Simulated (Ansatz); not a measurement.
Nb in Ansatz: convergence with k mesh

Input of the first run (k mesh 3 × 3 × 3); the others differ in this setting and in those tied to it:

Contents of input.yaml:

```yaml
crystal:
  lattice:
    - [0.0, 2.115, 2.115]
    - [2.115, 0.0, 2.115]
    - [2.115, 2.115, 0.0]
  atoms:
    - { symbol: Nb, position: [0.0, 0.0, 0.0] }
hamiltonian:
  xc: pbe
  pseudopotentials: { kind: paw }
kpoints:
  mp_grid: { grid: [3, 3, 3] }
scf:
  occupations: { method: fermi_dirac, width: 0.05 }
output:
  forces: true
  stress: true
  eigenvalues: true
```

Potentials or basis: Ansatz PAW.

Run with:

```console
$ ansatz run input.yaml --threads 2 --pin off --max-ram 5632MiB --backend cpu --events-out ev --progress --plain --runs-dir out
```

This isn't the form of Nb at room conditions, which is bcc.

Hardware: 2 threads of Arm Neoverse V1, with other jobs on the host.

Q: The values tried are 3 × 3 × 3, 4 × 4 × 4, 5 × 5 × 5, 6 × 6 × 6, 8 × 8 × 8, 10 × 10 × 10, 12 × 12 × 12, 15 × 15 × 15, 18 × 18 × 18, loosest first. From which on does the energy stay within 1 meV/atom of the tightest run that finished?

A: From 15 × 15 × 15 on.

| k mesh | energy less the tightest run, at zero smearing (meV/atom) | pressure (GPa) | SCF cycles | CPU time (s) | peak memory (GiB) |
| --- | --- | --- | --- | --- | --- |
| 3 × 3 × 3 | 358.42 | 9.34 | 6 | 0.34 | 0.24 |
| 4 × 4 × 4 | 22.67 | 0.39 | 6 | 0.38 | 0.24 |
| 5 × 5 × 5 | -23.24 | -2.50 | 6 | 0.41 | 0.24 |
| 6 × 6 × 6 | -2.75 | -1.14 | 6 | 0.48 | 0.24 |
| 8 × 8 × 8 | 10.65 | -1.78 | 6 | 0.62 | 0.24 |
| 10 × 10 × 10 | -10.35 | -1.35 | 6 | 0.84 | 0.25 |
| 12 × 12 × 12 | 4.74 | -1.13 | 6 | 1.1 | 0.26 |
| 15 × 15 × 15 | 0.27 | -1.42 | 6 | 1.7 | 0.27 |
| 18 × 18 × 18 | 0.00 | -1.34 | 6 | 2.6 | 0.3 |

Against the tightest run, the pressure stays within 0.1 GPa from 15 × 15 × 15 on. Meshes of other sizes hit other points, so gaps and Fermi surfaces needn't settle smoothly. The tightest run that finished is the yardstick and may itself not be fully converged.
